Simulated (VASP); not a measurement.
# PbSe (Clausthalite): single point with RPBE+D4

**The experiment to reproduce.**

A printed reference work, monograph reports, for a bulk crystal of PbSe at 4.2 K: band gap 0.15 eV (direct).

PbSe (Clausthalite):

```
CELL_PARAMETERS angstrom
0.00000 3.04011 3.04011
3.04011 0.00000 3.04011
3.04011 3.04011 0.00000
ATOMIC_POSITIONS crystal
Pb 0.00000 0.00000 0.00000
Se 0.50000 0.50000 0.50000
```

```yaml
Program: VASP 6.6.1
Task: single point
Functional: RPBE
Dispersion: D4
Potentials_or_basis: VASP PAW PBE potentials, release 64 (Pb_d, Se)
Cutoff: 520 eV
k_mesh: 8 × 8 × 8
Occupations: fermi-dirac, width 0.05 eV
Spin: no spin polarisation
Dipole_correction: no
Further_INCAR_settings: ALGO = Normal; EDIFF = 1e-06; NBANDS = 17
```

```yaml
Pressure: 1.3 GPa
Band_gap_on_the_k_mesh: 0.30 eV, direct
Dispersion_energy_per_atom: -0.741 eV
```

Levels at points of the mesh, in eV from the valence-band top:
| k point | band 8 | band 9 | band 10 | band 11 | band 12 | band 13 |
| --- | --- | --- | --- | --- | --- | --- |
| (0.00, 0.00, 0.00) | -2.01 | -2.01 | -2.01 | 4.78 | 4.78 | 4.78 |
| (0.50, 0.00, 0.00) | -1.59 | -1.59 | 0.00 | 0.30 | 1.67 | 1.67 |
| (0.50, 0.50, 0.00) | -5.15 | -3.38 | -3.38 | 3.66 | 5.71 | 5.71 |

It took 16 s on 1 thread of Intel Xeon 6975P-C, on a shared host, peak memory 0.18 GiB.

A measured gap of PbSe is 0.15 eV (direct; 4.2 K; a printed reference work, monograph); the calculated 0.30 eV misses it by +0.15 eV. 2 values of this kind are on record (0.15 to 0.28 eV); this one was drawn at random. Spin-orbit coupling on Pb, Se is left out. The value is that of RPBE+D4 on a finite k mesh, which can miss the band edges, without temperature or zero-point motion.

Caveat: the PAW data sets were made with another functional, which shifts forces and pressure a little; spin-orbit coupling is left out, which moves the levels of the heavy elements.
